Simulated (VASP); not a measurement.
A run of VASP 6.6.1 is set up as follows.

The input INCAR:

```
SYSTEM = Ge
  PREC = Accurate
  ENCUT = 520
  EDIFF = 1E-7
  ISMEAR = 0
  SIGMA = 0.03
  LREAL = .False.
  LASPH = .True.
  NELM = 80
  ALGO = Normal
  ISIF = 2
  LWAVE = .False.
  LCHARG = .True.
  LDIPOL = .True.
  IDIPOL = 3
  DIPOL = 0.5 0.5 0.500
  GGA = PE
  LVHAR = .True.
  LVACPOTAV = .True.
  KPAR = 4
```

Contents of KPOINTS:

```
regular mesh
0
Gamma
  12 12 1
  0 0 0
```

The input POSCAR:

```
Ge                                      
1.0
    3.9800963211     -0.0000000000      0.0000000000
   -1.9900481605      3.4468645262      0.0000000000
    0.0000000000      0.0000000000     16.6800000000
  Ge            
     2
Direct
     0.3333330000000032    0.6666669999999968    0.4811730767343252
     0.6666669999999968    0.3333330000000032    0.5188269232656748
```

Potentials or basis: VASP PAW PBE potentials, release 64 (Ge_d).

Launch:

```bash
$ cat potpaw_PBE.64/Ge_d/POTCAR > POTCAR
$ mpirun -np 4 vasp_std > vasp.out
```

Task: Predict the work function of the upper face.

Result: 4.44 eV.

Task: Estimate the work function of the lower face.

Result: 4.44 eV.

Task: Estimate the largest force.

Result: 0.261 eV/Å.

Task: What does it give for the band gap on the k mesh?

Result: None (metal or under the smearing width).

Forces on the atoms (eV/Å):
```
Ge   0.000  0.000 -0.261
Ge   0.000  0.000  0.261
```
